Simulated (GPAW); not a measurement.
# Rh (Fm-3m) in GPAW: further runs

One crystal, Rh, is run at these levels: PBEsol+D4, RPBE+D3(BJ); tasks: relaxation of cell and atoms.

Everything below comes from runs of GPAW 26.7.0. Logs are shortened: lines on timing, memory, paths and dates and some standing lists are left out, and cuts for length are marked. The log counts tension as positive stress, the text compression.

## Step 1: Starting point

The structure is cubic, space group Fm-3m (No. 225). Conventional cell: a = 3.796 Å, b = 3.796 Å, c = 3.796 Å, α = 90.00°, β = 90.00°, γ = 90.00°. Rh (site symmetry m-3m) has 12 Rh at 2.68 Å as nearest neighbours.

## Step 2: Relaxation of cell and atoms, PBEsol+D4, target pressure -2 GPa, at which the enthalpy is minimised

File run.py:

```python
from ase.calculators.mixing import SumCalculator
from ase.filters import FrechetCellFilter
from ase.io import read, write
from ase.optimize import BFGS
from ase.units import GPa
from dftd4.ase import DFTD4
from gpaw import GPAW, PW, setup_paths

setup_paths.insert(0, '.')

atoms = read('POSCAR')

calc = GPAW(mode=PW(600),
            xc='PBEsol',
            kpts={'size': (12, 12, 12), 'gamma': True},
            occupations={'name': 'fermi-dirac', 'width': 0.05},
            nbands=16,
            convergence={'density': 1e-05, 'forces': 0.0001},
            maxiter=150,
            txt='gpaw.txt')
atoms.calc = SumCalculator([calc, DFTD4(method='pbesol')])
opt = BFGS(FrechetCellFilter(atoms, scalar_pressure=-2 * GPa), trajectory='relax.traj', logfile='-')
done = opt.run(fmax=0.05, steps=60)
calc.write('gs.gpw')
write('result.traj', atoms)
print('Converged:', done)
print('Cell:', atoms.cell.cellpar().round(4))
print('Volume:', round(atoms.get_volume(), 4))
print(atoms.get_scaled_positions().round(5))
```

File POSCAR:

```
Rh
1.0
    0.0000000000      1.8978500000      1.8978500000
    1.8978500000      0.0000000000      1.8978500000
    1.8978500000      1.8978500000      0.0000000000
Rh
1
Direct
    0.0000000000      0.0000000000      0.0000000000
```

Potentials or basis: PAW data sets generated in the run's folder for this functional, pw.

Run with:

```console
gpaw-setup -f PBEsol Rh
OMP_NUM_THREADS=1 python run.py
```

gpaw.txt:

```text
__  _  _
 | _ |_)|_||  |
 |__||  | ||/\| - 26.7.0

Input parameters:
  mode=PW(ecut=600.0),
  convergence={'density': 1e-05, 'forces': 0.0001},
  kpts=MonkhorstPack(size=(12, 12, 12), gamma=True),
  maxiter=150,
  nbands=16,
  occupations=Occupations(name='fermi-dirac', width=0.05),
  xc=XC(name='PBEsol')

Diagonalizing LCAO Hamiltonian
Converting LCAO to pw mode

       Rh

Atoms  # Å, Bohr magnetons
|   | symbol |        x |        y |        z |    initial magnetic moments |
|---|--------|----------|----------|----------|-----------------------------|
| 0 |     Rh | 0.000000 | 0.000000 | 0.000000 | ( 0.0000,  0.0000,  0.0000) |

Unit cell  # Å
| periodic |        x |        y |        z |  lengths |    angles |
|----------|----------|----------|----------|----------|-----------|
|      yes | 0.000000 | 1.897850 | 1.897850 | 2.683965 | 60.000000 |
|      yes | 1.897850 | 0.000000 | 1.897850 | 2.683965 | 60.000000 |
|      yes | 1.897850 | 1.897850 | 0.000000 | 2.683965 | 60.000000 |

Number of symmetries: 48
[... 51 lines left out ...]

BZ-sampling:
  Number of BZ points: 1728
  Number of IBZ points: 72

  Monkhorst-Pack size: [12, 12, 12]
  Monkhorst-Pack shift: [0.041666666666666664, 0.041666666666666664, 0.041666666666666664]

K-points  # in reciprocal-cell coordinates
|     |                                coordinates |     weight |
|-----|--------------------------------------------|------------|
|   0 | ( -0.00000000,  -0.00000000,  -0.00000000) | 0.00057870 |
|   1 | (  0.08333333,   0.08333333,  -0.00000000) | 0.00347222 |
|   2 | (  0.08333333,   0.08333333,   0.08333333) | 0.00462963 |
|   3 | (  0.16666667,   0.08333333,   0.08333333) | 0.00694444 |
|   4 | (  0.16666667,   0.16666667,  -0.00000000) | 0.00347222 |
|   5 | (  0.16666667,   0.16666667,   0.08333333) | 0.01388889 |
|   6 | (  0.16666667,   0.16666667,   0.16666667) | 0.00462963 |
|   7 | (  0.25000000,   0.16666667,   0.08333333) | 0.01388889 |
|   8 | (  0.25000000,   0.16666667,   0.16666667) | 0.01388889 |
|   9 | (  0.25000000,   0.25000000,  -0.00000000) | 0.00347222 |
| ... |                                            |            |
|  71 | (  0.50000000,   0.50000000,   0.50000000) | 0.00231481 |

Plane wave coefficients: 471
Cutoff: 600.0 eV

Spin-components: 1 (collinear spins)
Bands:           16
Projectors:      6
Spin-degeneracy: 2
Datatype:        complex128

Parallelization:
  kpt:    1
  domain: 1
  band:   1

Density:
  Valence electrons: 15.0
  Components: 1
  Grid points: [16 16 16]
  Charge: 0.0  # |e|

Potential:
  Grid points: [16 16 16]

species:
  Rh:
    name:    Rhodium
    Z:       45.0
    valence: 15
    core:    30
    charge:  0.0  # [|e|]
    compensation charges:
      type: gauss
      rc: 0.38  # [Å]
      lmax: 2
    cutoffs:
      filter: 2.48  # [Å]
      core: 2.35  # [Å]
    projectors
    | kind |    occ | energy [eV] | rcut [Å] |
    |------|--------|-------------|----------|
[... 189 lines left out ...]
|     |                                coordinates |     weight |
|-----|--------------------------------------------|------------|
|   0 | ( -0.00000000,  -0.00000000,  -0.00000000) | 0.00057870 |
|   1 | (  0.08333333,   0.08333333,  -0.00000000) | 0.00347222 |
|   2 | (  0.08333333,   0.08333333,   0.08333333) | 0.00462963 |
|   3 | (  0.16666667,   0.08333333,   0.08333333) | 0.00694444 |
|   4 | (  0.16666667,   0.16666667,  -0.00000000) | 0.00347222 |
|   5 | (  0.16666667,   0.16666667,   0.08333333) | 0.01388889 |
|   6 | (  0.16666667,   0.16666667,   0.16666667) | 0.00462963 |
|   7 | (  0.25000000,   0.16666667,   0.08333333) | 0.01388889 |
|   8 | (  0.25000000,   0.16666667,   0.16666667) | 0.01388889 |
|   9 | (  0.25000000,   0.25000000,  -0.00000000) | 0.00347222 |
| ... |                                            |            |
|  71 | (  0.50000000,   0.50000000,   0.50000000) | 0.00231481 |

Plane wave coefficients: 464
Cutoff: 600.0 eV

Spin-components: 1 (collinear spins)
Bands:           16
Projectors:      6
Spin-degeneracy: 2
Datatype:        complex128

Parallelization:
  kpt:    1
  domain: 1
  band:   1

Density:
  Valence electrons: 15.0
  Components: 1
  Grid points: [16 16 16]
  Charge: 0.0  # |e|

Potential:
  Grid points: [16 16 16]

species:
  Rh:
    name:    Rhodium
    Z:       45.0
    valence: 15
    core:    30
    charge:  0.0  # [|e|]
    compensation charges:
      type: gauss
      rc: 0.38  # [Å]
      lmax: 2
    cutoffs:
      filter: 2.48  # [Å]
      core: 2.35  # [Å]
    projectors
    | kind |    occ | energy [eV] | rcut [Å] |
    |------|--------|-------------|----------|
    |   5s |  1.000 |      -4.322 |    1.270 |
    |   4p |  6.000 |     -50.387 |    1.381 |
    |   5p |  0.000 |      -0.797 |    1.381 |
    |   4d |  8.000 |      -5.955 |    1.244 |
    |    s |        |      22.889 |    1.270 |
    |    d |        |      21.257 |    1.244 |

    Using partial waves for Rh as LCAO basis

Reference energy: -130069.661446  # eV

eigensolver:
  PPCG
  Converge bands: occupied
  niter=2

density mixing:
  MSR1-Mixer
  Pratt-step length: 0.05
  Maximum mixing coefficient: 0.75
  Old densities: 10
  SVD Regularization: 0.005
  Good broyden scale: 1.0
  Trust region scale: 1.0
  Backstep threshold: 4.0
  History deletion threshold: 6.0
  Fourier metric: weight=20.0, sigma=0.015

occupation numbers:
  Fermi-Dirac:
    width: 0.0500  # eV

poisson solver:
  ecut: 4800.0  # eV

xc functional:
  name: PBEsol with 2 nearest neighbor stencil

convergence criteria:
- Maximum integral of absolute [dens]ity change: 1e-05 electrons / valence electron
- Maximum change in the atomic [forces] across last 2 cycles: 0.0001 eV/Ang OR
Maximum error relative to the maximum force is below inf
- Maximum [total energy] change in last 3 cyles: 0.0005 eV / valence electron
- Maximum integral of absolute [eigenst]ate change: 4e-08 eV^2 / valence electron
maximum number of iterations: 150

SCF iterations
|iter     | |      energy | eigst |  dens |force |
|---------|-|-------------|-------|-------|------|
|iter:   1| |   -8.177883 | -1.88 |       |      |
|iter:   2| |   -8.175821 | -5.22 | -2.00 |      |
|iter:   3| |   -8.169224 | -3.97 | -2.06 |      |
|iter:   4| |   -8.169398c| -5.26 | -2.91 |      |
|iter:   5| |   -8.169516c| -5.13 | -3.20 |      |
|iter:   6| |   -8.169516c| -7.52c| -4.21 |      |
|iter:   7| |   -8.169517c| -8.11c| -4.49 |      |
|iter:   8| |   -8.169517c| -9.60c| -6.07c|      |
|iter:   9| |   -8.169517c|-10.47c| -6.38c|-24.83c|

Converged in 9 steps
Energy contributions relative to reference atoms: (reference = -130069.661446)

Energy contributions:
  Kinetic:          -3.993459
  Coulomb:           1.613658
  Zero:             -0.071526
  External:          0.000000
  Xc:               -5.714222
  Entropy:          -0.007935
  Spinorbit:         0.000000
  ----------------------------
  Free energy:      -8.173484
  Extrapolated:     -8.169517

dipole moment: (-11.469054, -11.469054, -11.469054)  # |e|*Ang

Fermi level: 12.122
Eigenvalues  # (at kpt = [-0.000, -0.000, -0.000])
| band index |      eig [eV] | occ [0-2] |
|------------|---------------|-----------|
|          0 |       -34.275 |     2.000 |
|          1 |       -34.275 |     2.000 |
|          2 |       -34.275 |     2.000 |
|          3 |         3.910 |     2.000 |
|          4 |         8.902 |     2.000 |
|          5 |         8.902 |     2.000 |
[... 8 lines left out ...]
|         14 |        44.284 |     0.000 |
|         15 |        44.586 |     0.000 |

No gap
No difference between direct/indirect transitions

Stress tensor  # eV/Ang^3
|         x |         y |         z |
|-----------|-----------|-----------|
| -0.021934 |  0.000000 |  0.000000 |
|  0.000000 | -0.021934 | -0.000000 |
|  0.000000 | -0.000000 | -0.021934 |

Forces  # eV/Ang
|       x |        y |       z |
|---------|----------|---------|
| 0.00000 | -0.00000 | 0.00000 |  # Rh   0

# Writing to gs.gpw (mode='')
```

stdout:

```text
Step          Energy          fmax
BFGS:    0       -8.836352        0.390588
BFGS:    1       -8.839599        0.019258
Converged: True
Cell: [ 2.669  2.669  2.669 60.    60.    60.   ]
Volume: 13.4445
[[0. 0. 0.]]
```

Run time: 19 s. Hardware: 1 thread of Intel Xeon Platinum 8488C (Sapphire Rapids), shared host; peak memory 0.16 GiB.

Results:

- Free energy: -8.6757 eV
- Relaxed volume: 13.44 Å³/atom
- Relaxed cell: a = 2.669 Å, b = 2.669 Å, c = 2.669 Å, α = 60.00°, β = 60.00°, γ = 60.00°
- Space group after relaxing (to 0.05 Å): Fm-3m (No. 225)
- Energy change on relaxing (the enthalpy is what falls): -6.1 meV/atom
- Ionic steps: 2
- Pressure after relaxing: -1.8 GPa
- Band gap on the k mesh: none (metal or under the smearing width)
- Dispersion energy per atom: -0.502 eV

Step by step:
```
step  energy change (eV)  largest force (eV/Å)  pressure (GPa)  volume (Å³)
   1              0.0000                0.0000           -6.58        13.67
   2             -0.0061                0.0000           -1.77        13.44
```

Final structure:
```
Rh
1.0
     0.00000    1.88729    1.88729
     1.88729    0.00000    1.88729
     1.88729    1.88729    0.00000
Rh
1
Direct
  0.00000 0.00000 0.00000
```

Caveat: later steps reuse the first step's grids; pairwise dispersion overbinds metals, which lowers pressure and volume.

## Step 3: Relaxation of cell and atoms, RPBE+D3(BJ), target pressure -2 GPa, at which the enthalpy is minimised

File run.py:

```python
from ase.calculators.mixing import SumCalculator
from ase.filters import FrechetCellFilter
from ase.io import read, write
from ase.optimize import FIRE
from ase.units import GPa
from dftd3.ase import DFTD3
from gpaw import GPAW, PW

atoms = read('POSCAR')

calc = GPAW(mode=PW(600),
            xc='RPBE',
            kpts={'size': (12, 12, 12), 'gamma': True},
            occupations={'name': 'fermi-dirac', 'width': 0.05},
            nbands=16,
            convergence={'density': 1e-05, 'forces': 0.0001},
            maxiter=150,
            txt='gpaw.txt')
atoms.calc = SumCalculator([calc, DFTD3(method='rpbe', damping='d3bj')])
opt = FIRE(FrechetCellFilter(atoms, scalar_pressure=-2 * GPa), trajectory='relax.traj', logfile='-')
done = opt.run(fmax=0.02, steps=40)
calc.write('gs.gpw')
write('result.traj', atoms)
print('Converged:', done)
print('Cell:', atoms.cell.cellpar().round(4))
print('Volume:', round(atoms.get_volume(), 4))
print(atoms.get_scaled_positions().round(5))
```

POSCAR is that of step 2.

Potentials or basis: the program's PAW data sets (release 1.2.1) made for this functional, pw.

Run with:

```console
OMP_NUM_THREADS=1 python run.py
```

It took 65 s on 1 thread of Intel Xeon Platinum 8488C (Sapphire Rapids), shared host; peak memory 0.21 GiB.

It converged, with:

```yaml
Free_energy: -10.2337 eV
Relaxed_volume: 12.59 Å³/atom
Relaxed_cell: a = 2.611 Å, b = 2.611 Å, c = 2.611 Å, α = 60.00°, β = 60.00°, γ = 60.00°
Space_group_after_relaxing_to_0.05_Å: Fm-3m (No. 225)
Energy_change_on_relaxing_the_enthalpy_is_what_falls: -109.4 meV/atom
Ionic_steps: 12
Pressure_after_relaxing: -2.2 GPa
Band_gap_on_the_k_mesh: none (metal or under the smearing width)
Dispersion_energy_per_atom: -3.781 eV
```

The path:
```
step  energy change (eV)  largest force (eV/Å)  pressure (GPa)  volume (Å³)
   1              0.0000                0.0000          -27.77        13.67
   2             -0.1023                0.0000           -8.28        12.80
   3             -0.0550                0.0000           26.29        11.80
   4             -0.0809                0.0000           18.57        11.99
   5             -0.1062                0.0000            6.39        12.32
   6             -0.1059                0.0000           -6.08        12.72
   7             -0.1062                0.0000           -5.86        12.71
   8             -0.1067                0.0000           -5.44        12.70
   9             -0.1074                0.0000           -4.82        12.68
  10             -0.1082                0.0000           -4.04        12.65
  11             -0.1089                0.0000           -3.14        12.62
  12             -0.1094                0.0000           -2.17        12.59
```

Final structure:
```cif
data_structure
_symmetry_space_group_name_H-M 'P 1'
_symmetry_Int_Tables_number 1
_cell_length_a 2.6109
_cell_length_b 2.6109
_cell_length_c 2.6109
_cell_angle_alpha 60.000
_cell_angle_beta 60.000
_cell_angle_gamma 60.000
_cell_volume 12.59
loop_
_atom_site_label
_atom_site_type_symbol
_atom_site_fract_x
_atom_site_fract_y
_atom_site_fract_z
_atom_site_occupancy
Rh1 Rh 0.00000 0.00000 0.00000 1
```

Levels at points of the mesh, in eV from the Fermi level:
| k point | band 5 | band 6 | band 7 | band 8 | band 9 | band 10 |
| --- | --- | --- | --- | --- | --- | --- |
| (0.00, 0.00, 0.00) | -3.54 | -3.54 | -3.54 | -1.17 | -1.17 | 16.36 |
| (0.50, 0.50, 0.00) | -6.76 | 0.59 | 1.12 | 1.12 | 3.44 | 13.43 |
| (0.50, 0.50, 0.50) | -3.65 | -3.65 | 0.63 | 0.63 | 0.67 | 9.62 |

Caveat: later steps reuse the first step's grids; pairwise dispersion overbinds metals, which lowers pressure and volume.
